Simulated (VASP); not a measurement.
# P (Pm-3n) in VASP: notebook

The runs below take P through single point, relaxation of cell and atoms, with revPBE.

Program: VASP 6.6.1. These are calculated values, not measurements. Logs are shortened: lines on timing, memory, paths and dates and some standing lists are left out, and cuts for length are marked.

## (1) The crystal as given

Symmetry: Pm-3n, No. 223, cubic system. The conventional cell has a = 4.918 Å, b = 4.918 Å, c = 4.918 Å, α = 90.00°, β = 90.00°, γ = 90.00°. P (site symmetry m-3) has 12 P at 2.75 Å as nearest neighbours. Around P (site symmetry -4m2) lie 6 P at 2.46 to 2.75 Å.

This isn't the form of P at room conditions, which is orthorhombic.

## (2) Single point, revPBE

INCAR

```
SYSTEM = P
  PREC = Accurate
  ENCUT = 520
  EDIFF = 1E-6
  ISMEAR = -1
  SIGMA = 0.1
  LREAL = .FALSE.
  LASPH = .TRUE.
  NELM = 60
  ALGO = Normal
  ISIF = 2
  LWAVE = .FALSE.
  LCHARG = .FALSE.
  GGA = RE
  NBANDS = 30
```

KPOINTS

```
regular mesh
0
G
  7 7 7
  0 0 0
```

POSCAR

```
P
1.0
    4.9182379769      0.0000000000      0.0000000000
    0.0000000000      4.9182379769      0.0000000000
    0.0000000000      0.0000000000      4.9182379769
P
8
Direct
    0.0000000000      0.0000000000      0.0000000000
    0.5000000000      0.5000000000      0.5000000000
    0.2500000000      0.0000000000      0.5000000000
    0.7500000000      0.0000000000      0.5000000000
    0.5000000000      0.2500000000      1.0000000000
    0.5000000000      0.7500000000      1.0000000000
    1.0000000000      0.5000000000      0.2500000000
    1.0000000000      0.5000000000      0.7500000000
```

Potentials or basis: VASP PAW PBE potentials, release 64 (P).

The run is started by

```console
$ cat potpaw_PBE.64/P/POTCAR > POTCAR
$ mpirun -np 1 vasp_std > vasp.out
```

OUTCAR:

```text
SYSTEM = P
   PREC = Accurate
   ENCUT = 520
   EDIFF = 1E-6
   ISMEAR = -1
   LREAL = .FALSE.
   LASPH = .TRUE.
   NELM = 60
   ISIF = 2
   GGA = RE

 ion  position               nearest neighbor table
   1  0.000  0.000  0.000-   3 2.75   4 2.75   5 2.75   6 2.75   7 2.75   8 2.75   3 2.75   4 2.75
                             7 2.75   8 2.75   5 2.75   6 2.75
   2  0.500  0.500  0.500-   3 2.75   4 2.75   5 2.75   6 2.75   7 2.75   8 2.75   5 2.75   6 2.75
                             3 2.75   4 2.75   7 2.75   8 2.75
   3  0.250  0.000  0.500-   4 2.46   4 2.46   1 2.75   1 2.75   2 2.75   2 2.75
   4  0.750  0.000  0.500-   3 2.46   3 2.46   1 2.75   1 2.75   2 2.75   2 2.75
   5  0.500  0.250  0.000-   6 2.46   6 2.46   1 2.75   2 2.75   2 2.75   1 2.75
   6  0.500  0.750  0.000-   5 2.46   5 2.46   1 2.75   2 2.75   2 2.75   1 2.75
   7  0.000  0.500  0.250-   8 2.46   8 2.46   1 2.75   2 2.75   1 2.75   2 2.75
   8  0.000  0.500  0.750-   7 2.46   7 2.46   1 2.75   2 2.75   1 2.75   2 2.75

  LATTYP: Found a simple cubic cell.
 ALAT       =     4.9182379769

  Lattice vectors:

 A1 = (   4.9182379769,   0.0000000000,   0.0000000000)
 A2 = (   0.0000000000,   4.9182379769,   0.0000000000)
 A3 = (   0.0000000000,   0.0000000000,   4.9182379769)

Analysis of symmetry for initial positions (statically):
=====================================================================
 Subroutine PRICEL returns:
 Original cell was already a primitive cell.

 Routine SETGRP: Setting up the symmetry group for a
 simple cubic supercell.

 Subroutine GETGRP returns: Found 48 space group operations
 (whereof 24 operations were pure point group operations)
 out of a pool of 48 trial point group operations.

The static configuration has the point symmetry T_h .
 The point group associated with its full space group is O_h .

Analysis of symmetry for dynamics (positions and initial velocities):
=====================================================================
 Subroutine PRICEL returns:
 Original cell was already a primitive cell.

 Routine SETGRP: Setting up the symmetry group for a
 simple cubic supercell.

 Subroutine GETGRP returns: Found 48 space group operations
 (whereof 24 operations were pure point group operations)
 out of a pool of 48 trial point group operations.

The dynamic configuration has the point symmetry T_h .
 The point group associated with its full space group is O_h .

 Subroutine INISYM returns: Found 48 space group operations
 (whereof 24 operations are pure point group operations),
 and found     1 'primitive' translations
[... 108 lines left out ...]
   ISIF   =      2    stress and relaxation
   ISYM   =      2    0-nonsym 1-usesym 2-fastsym
   POTIM  = 0.5000    time-step for ionic-motion
   TEBEG  =    0.0;   TEEND  =   0.0 temperature during run
   PSTRESS=    0.0 pullay stress
   NELECT =      40.0000    total number of electrons
   NUPDOWN=      -1.0000    fix difference up-down
   EMIN   =  10.00;   EMAX   =-10.00  energy-range for DOS
   EFERMI =   0.00;   METHOD = LEGACY
   ISMEAR =    -1;   SIGMA  =   0.10  broadening in eV -4-tet -1-fermi 0-gaus
   EFERMI_NEDOS =   21; number of points for ismear=-14 and -15
   IALGO  =     38    algorithm
   IMIX   =      4    mixing-type and parameters
     AMIX     =   0.40;   BMIX     =  1.00
     AMIX_MAG =   1.60;   BMIX_MAG =  1.00
  volume/ion in A,a.u.               =      14.87       100.35
  Fermi-wavevector in a.u.,A,eV,Ry     =   1.138375  2.151217 17.631753  1.295897
  Thomas-Fermi vector in A             =   2.275079
   LORBIT       =      0    0 simple, 1 ext, 2 COOP (PROOUT), +10 PAW based schemes
   GGA     = RE    functional components
   LHFCALC =     F    Hartree Fock is set to
   AEXX    =    0.0000 exact exchange contribution
   IVDW    =     0    specifies the selected vdW correction
   LEPSILON=     F    determine dielectric tensor
   LRPA    =     F    only Hartree local field effects (RPA)
 non-spin polarized calculation
  energy-cutoff  :      520.00
  volume of cell :      118.97
 maximum number of plane-waves:      3217
 NGX is ok and might be reduce to    40
   NGX = 19   NGY = 19   NGZ = 19

 number of electron      40.0000004 magnetization

 Free energy of the ion-electron system (eV)
  ---------------------------------------------------
  ext. energy  EPLUGINS =         0.00000000
  ---------------------------------------------------
  free energy    TOTEN  =       -33.36546247 eV

  energy without entropy =      -33.20184007  energy(sigma->0) =      -33.28365127

 E-fermi :   9.5414     XC(G=0): -11.3661

 val. band max:        9.5267687556   @ k =   0.4286   0.4286   0.1429
 cond. band min:       9.5595388837   @ k =   0.4286   0.0000   0.0000
 fundamental gap:      0.0327701281
 Fermi energy:         9.5413704734

 k-point     1 :       0.0000    0.0000    0.0000
  band No.  band energies     occupation
      1      -6.6429      2.00000
      2      -1.9954      2.00000
      3      -1.9954      2.00000
      4      -1.7658      2.00000
      5       0.0177      2.00000
      6       0.0177      2.00000
[... 649 lines left out ...]
     29      10.6874      0.00002
     30      11.1769      0.00000

------------------------ aborting loop because EDIFF is reached ----------------------------------------

  FORCE on cell =-STRESS in cart. coord.  units (eV):
  Direction    XX          YY          ZZ          XY          YZ          ZX
  --------------------------------------------------------------------------------------
  -------------------------------------------------------------------------------------
  Total       -0.0721769     -0.0721769     -0.0721769      0.0000000      0.0000000      0.0000000
  in kB       -0.9720311     -0.9720311     -0.9720311      0.0000000      0.0000000      0.0000000
  external PRESSURE =      -0.9720311 kB  Pullay stress =       0.0000000 kB

 VOLUME and BASIS-vectors are now :
 -----------------------------------------------------------------------------
  energy-cutoff  :      520.00
  volume of cell :      118.97
      direct lattice vectors                 reciprocal lattice vectors
     4.918237977  0.000000000  0.000000000     0.203324850  0.000000000  0.000000000
     0.000000000  4.918237977  0.000000000     0.000000000  0.203324850  0.000000000
     0.000000000  0.000000000  4.918237977     0.000000000  0.000000000  0.203324850

 POSITION                                       TOTAL-FORCE (eV/Angst)
 -----------------------------------------------------------------------------------
      0.00000      0.00000      0.00000        -0.000000     -0.000000     -0.000000
      2.45912      2.45912      2.45912        -0.000000     -0.000000     -0.000000
      1.22956      0.00000      2.45912        -0.000000      0.000000      0.000000
      3.68868      0.00000      2.45912         0.000000     -0.000000     -0.000000
      2.45912      1.22956      0.00000        -0.000000      0.000000      0.000000
      2.45912      3.68868      0.00000        -0.000000     -0.000000     -0.000000
      0.00000      2.45912      1.22956         0.000000     -0.000000      0.000000
      0.00000      2.45912      3.68868         0.000000      0.000000     -0.000000
 -----------------------------------------------------------------------------------
    total drift:                                0.000000     -0.000000      0.000000

  FREE ENERGIE OF THE ION-ELECTRON SYSTEM (eV)
  ---------------------------------------------------
  free  energy   TOTEN  =       -33.3654624750 eV

  energy  without entropy=      -33.2018400665  energy(sigma->0) =      -33.28365127
```

stdout:

```text
POSCAR found type information on POSCAR P
 POSCAR found :  1 types and       8 ions
 scaLAPACK will be used
 -----------------------------------------------------------------------------
|                                                                             |
|                                                                             |
|     You enforced a specific xc type in the INCAR file but a different       |
|     I HOPE YOU KNOW WHAT YOU ARE DOING!                                     |
|                                                                             |
 -----------------------------------------------------------------------------

 LDA part: xc-table for (Slater+PW92), standard interpolation
 POSCAR, INCAR and KPOINTS ok, starting setup
 FFT: planning ... GRIDC
 FFT: planning ... GRID_SOFT
 FFT: planning ... GRID
 WAVECAR not read
 entering main loop
```

Wall time 24 s (1 thread of Intel Xeon 6975P-C (Granite Rapids), shared host); peak memory 0.24 GiB.

Results:

```
Free energy            : -33.3655 eV
Pressure               : -0.1 GPa
Band gap on the k mesh : none (metal or under the smearing width)
```

Caveat: the PAW data sets were made with another functional, which shifts forces and pressure a little.

## (3) Single point, revPBE

INCAR

```
SYSTEM = P
PREC = Accurate
ENCUT = 520
EDIFF = 1E-6
ISMEAR = -1
SIGMA = 0.1
LREAL = .FALSE.
LASPH = .TRUE.
NELM = 100
ALGO = Fast
ISIF = 2
LWAVE = .FALSE.
LCHARG = .FALSE.
GGA = RE
NBANDS = 30
```

KPOINTS

```
Automatic mesh
0
G
  5 5 5
  0 0 0
```

POSCAR is that of step 2.

Potentials or basis: VASP PAW PBE potentials, release 64 (P).

The run is started by

```console
$ cat potpaw_PBE.64/P/POTCAR > POTCAR
$ mpirun -np 1 vasp_std > vasp.out
```

Wall time 19 s (1 thread of Intel Xeon 6975P-C (Granite Rapids), shared host); peak memory 0.22 GiB.

The run converged. Its results:

```yaml
Free_energy: -33.3461 eV
Pressure: -0.4 GPa
Band_gap_on_the_k_mesh: none (metal or under the smearing width)
```

Levels at points of the mesh, in eV from the Fermi level:
| k point | band 18 | band 19 | band 20 | band 21 | band 22 | band 23 |
| --- | --- | --- | --- | --- | --- | --- |
| (0.00, 0.00, 0.00) | -2.39 | -2.39 | -2.16 | 1.16 | 1.16 | 1.16 |

Caveat: the PAW data sets were made with another functional, which shifts forces and pressure a little.

## (4) Relaxation of cell and atoms, revPBE

This run uses another cell than the first one, of 15.22 Å³/atom, 1.024 times its volume.

INCAR

```
PREC     = Accurate       # precision mode
ENCUT    = 600            # plane-wave cutoff, eV
EDIFF    = 1E-6           # SCF threshold, eV
ISMEAR   = -1             # smearing method
SIGMA    = 0.1            # smearing width, eV
LREAL    = False          # projectors in reciprocal space
LASPH    = True           # aspherical terms in the spheres
NELM     = 100            # most SCF steps
ALGO     = Normal         # electronic algorithm
ISIF     = 3              # what is computed and relaxed
LWAVE    = False          # write WAVECAR
LCHARG   = False          # write CHGCAR
GGA      = RE             # functional
IBRION   = 2              # ionic algorithm
NSW      = 80             # ionic steps
EDIFFG   = -0.01          # ionic threshold
```

KPOINTS

```
regular mesh
0
Gamma
  5 5 5
```

POSCAR

```
P
1.0
    4.9567132665      0.0000000000      0.0000000000
    0.0000000000      4.9567132665      0.0000000000
    0.0000000000      0.0000000000      4.9567132665
P
8
Direct
    0.0000000000      0.0000000000      0.0000000000
    0.5000000000      0.5000000000      0.5000000000
    0.2500000000      0.0000000000      0.5000000000
    0.7500000000      0.0000000000      0.5000000000
    0.5000000000      0.2500000000      0.0000000000
    0.5000000000      0.7500000000      0.0000000000
    0.0000000000      0.5000000000      0.2500000000
    0.0000000000      0.5000000000      0.7500000000
```

The run is started by

```console
$ cat potpaw_PBE.64/P/POTCAR > POTCAR
$ mpirun -np 1 vasp_std > vasp.out
```

Run time: 36 s. Hardware: 1 thread of Intel Xeon 6975P-C (Granite Rapids), shared host; peak memory 0.23 GiB.

Results (log left out):

```yaml
Free_energy: -33.3484 eV
Relaxed_volume: 14.80 Å³/atom
Relaxed_cell: a = 4.910 Å, b = 4.910 Å, c = 4.910 Å, α = 90.00°, β = 90.00°, γ = 90.00°
Space_group_after_relaxing_to_0.05_Å: Pm-3n (No. 223)
Energy_gained_by_relaxing: 3.0 meV/atom
Ionic_steps: 3
Pressure_after_relaxing: 0.0 GPa
Band_gap_on_the_k_mesh: none (metal or under the smearing width)
```

Step by step:
| step | energy change (eV) | largest force (eV/Å) | pressure (GPa) | volume (Å³) |
| --- | --- | --- | --- | --- |
| 1 | 0.0000 | 0.0000 | -2.23 | 121.78 |
| 2 | -0.0240 | 0.0000 | 0.22 | 118.08 |
| 3 | -0.0242 | 0.0000 | 0.00 | 118.39 |

Final structure:
```
CELL_PARAMETERS angstrom
4.91031 0.00000 0.00000
0.00000 4.91031 0.00000
0.00000 0.00000 4.91031
ATOMIC_POSITIONS crystal
P 0.00000 0.00000 0.00000
P 0.50000 0.50000 0.50000
P 0.25000 0.00000 0.50000
P 0.75000 0.00000 0.50000
P 0.50000 0.25000 0.00000
P 0.50000 0.75000 0.00000
P 0.00000 0.50000 0.25000
P 0.00000 0.50000 0.75000
```

Levels at points of the mesh, in eV from the Fermi level:
| k point | band 18 | band 19 | band 20 | band 21 | band 22 | band 23 |
| --- | --- | --- | --- | --- | --- | --- |
| (0.00, 0.00, 0.00) | -2.41 | -2.41 | -2.15 | 1.17 | 1.17 | 1.17 |

Caveat: the PAW data sets were made with another functional, which shifts forces and pressure a little.

## (5) Overview

```csv
task,cell,k mesh,cutoff (eV),gap on the mesh (eV),pressure (GPa)
single point,"Pm-3n, 14.87 Å³/atom",7 × 7 × 7,520,none,-0.1
single point,"Pm-3n, 14.87 Å³/atom",5 × 5 × 5,520,none,-0.4
relaxation of cell and atoms,relaxed,5 × 5 × 5,600,none,0.0
```

Alike in all rows: level revPBE; potentials or basis VASP PAW PBE potentials, release 64 (P); no spin polarisation; smearing fermi-dirac 0.1 eV.

Caveats: the PAW data sets were made with another functional, which shifts forces and pressure a little.

Absolute energies hang on the potentials; compare differences alone.
